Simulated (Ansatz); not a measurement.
# Step by step: P, relaxation of cell and atoms

The calculation used DFT, PBE, PAW with Ansatz's default frozen-core files, scalar-relativistic (Ansatz 0.2.0).

Command: `ansatz run input.yaml --threads 1 --pin off --max-ram 2048MiB --backend cpu --events-out ev --progress --plain --runs-dir out` The run took about 8.8 s on 1 thread of a shared machine.

```yaml
crystal:
  lattice:
    - [2.5123336524, 0.0, 0.0]
    - [-1.2561668262, 2.1757447658, 0.0]
    - [0.0, 0.0, 4.0699805169]
  atoms:
    - { symbol: P, position: [0.3333333333, 0.6666666667, 0.25] }
    - { symbol: P, position: [0.6666666667, 0.3333333333, 0.75] }
kpoints:
  mp_grid: { grid: [15, 15, 8] }
scf:
  occupations: { method: fermi_dirac, width: 0.05 }
hamiltonian:
  xc: pbe
  pseudopotentials: { kind: paw }
output:
  forces: true
  stress: true
  write_density: true
  write_potential: true
  elf: true
  volumetric_format: npy
relax:
  f_tol: 0.005
  max_steps: 80
  cell: {}
```

The cell is built from the hcp type as a first guess.

The cutoff is 420 eV; energies and pressures of the walk include the program's estimate of the Pulay term.

Each frame lists the cell vectors (Å), then Cartesian positions (Å); symmetry keeps all forces zero. Free energies count from the first step, -1509.0470 eV.

The walk took 9 evaluations in all; steps that aren't listed are left out.

Step 1: E = 0.0 meV, P = 40.32 GPa

```
cell 2.5123 0.0000 0.0000 -1.2562 2.1757 0.0000 0.0000 0.0000 4.0700
P     0.0000    1.4505    1.0175
P     1.2562    0.7252    3.0525
```

Step 2: E = -461.5 meV, P = 19.42 GPa

```
cell 2.6058 0.0000 0.0000 -1.3029 2.2567 0.0000 0.0000 0.0000 4.2162
P     0.0000    1.5045    1.0541
P     1.3029    0.7522    3.1622
```

Step 3:

```
cell 2.6726 0.0000 0.0000 -1.3363 2.3145 0.0000 0.0000 0.0000 4.4149
P     0.0000    1.5430    1.1037
P     1.3363    0.7715    3.3112
```

Step 4: E = -697.9 meV, P = 0.73 GPa

```
cell 2.6974 0.0000 0.0000 -1.3487 2.3360 0.0000 0.0000 0.0000 4.5469
P     0.0000    1.5573    1.1367
P     1.3487    0.7787    3.4102
```

Step 5: E = -698.5 meV, P = 0.04 GPa

```
cell 2.7002 0.0000 0.0000 -1.3501 2.3384 0.0000 0.0000 0.0000 4.5696
P     0.0000    1.5590    1.1424
P     1.3501    0.7795    3.4272
```

Step 6: E = -711.0 meV, P = 0.70 GPa (the cell of the step before, solved again on a basis chosen afresh, hence the jump)

Question: Give the energy, pressure of step 3.

Answer: E = -666.0 meV, P = 5.97 GPa
```
P     0.0000    1.5430    1.1037
P     1.3363    0.7715    3.3112
```

Question: How does the relaxation end?

Answer: It converges, with a = 2.705 Å, b = 2.705 Å, c = 4.588 Å, α = 90.00°, β = 90.00°, γ = 120.00° (conventional cell, space group P6_3/mmc). The last solve (on a basis chosen afresh for the final cell, so its energy is not quite comparable) gives E = -711.6 meV, P = 0.00 GPa:
```
cell 2.7054 0.0000 0.0000 -1.3527 2.3429 0.0000 0.0000 0.0000 4.5877
P     0.0000    1.5620    1.1469
P     1.3527    0.7810    3.4408
```
